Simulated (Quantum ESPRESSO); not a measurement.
## AlAu2 under changes of volume

One of the cells (16.388 Å³/atom); the others are scaled copies at fixed shape and fractional positions:

```
Au Al
1.0
    -1.67151    1.67151    4.39908
     1.67151   -1.67151    4.39908
     1.67151    1.67151   -4.39908
Au Al
2 1
Direct
  0.34373 0.34373 0.00000
  0.65627 0.65627 0.00000
  0.00000 0.00000 0.00000
```

The cell comes from a database or a generator and needn't be the stable form of this composition.

| Quantity | Value |
| --- | --- |
| Program | Quantum ESPRESSO 7.5 |
| Functional | r2SCAN |
| Potentials or basis | SG15 PBE 1.2 |
| Cutoff | 1020 eV |
| Density cutoff | 4082 eV |
| k mesh | 4 × 4 × 4 |
| Occupations | fermi-dirac, width 0.05 eV |
| Spin | no spin polarisation |

```tsv
volume (Å³/atom)	energy over the lowest point (meV/atom)	pressure (GPa)	largest force (eV/Å)
15.405	27.26	10.3	0.039
15.732	10.42	6.1	0.006
16.060	?	?	?
16.388	0.00	-0.8	0.056
16.716	4.61	-3.7	0.084
17.043	14.75	-6.2	0.111
17.371	29.76	-8.5	0.135
```

What does the run at 16.060 Å³/atom give?

Energy over the lowest point 1.65 meV/atom; pressure 2.4 GPa; largest force 0.026 eV/Å.

Worked out: A Birch-Murnaghan fit of order 3 (a polynomial in V^(-2/3)) to the other rows has its minimum at 16.30 Å³/atom with B0 = V·E''(V) = 157 GPa and B' = 5.3 at fixed shape and positions, which overstates the stiffness. It gives 1.64 meV/atom at 16.060 Å³/atom, against the run's 1.65, and -dE/dV = 2.5 GPa, against 2.4.

Energies are extrapolated to zero smearing.

Caveats: all runs use coarse meshes; the potentials were made for another functional, which shifts forces and pressure.
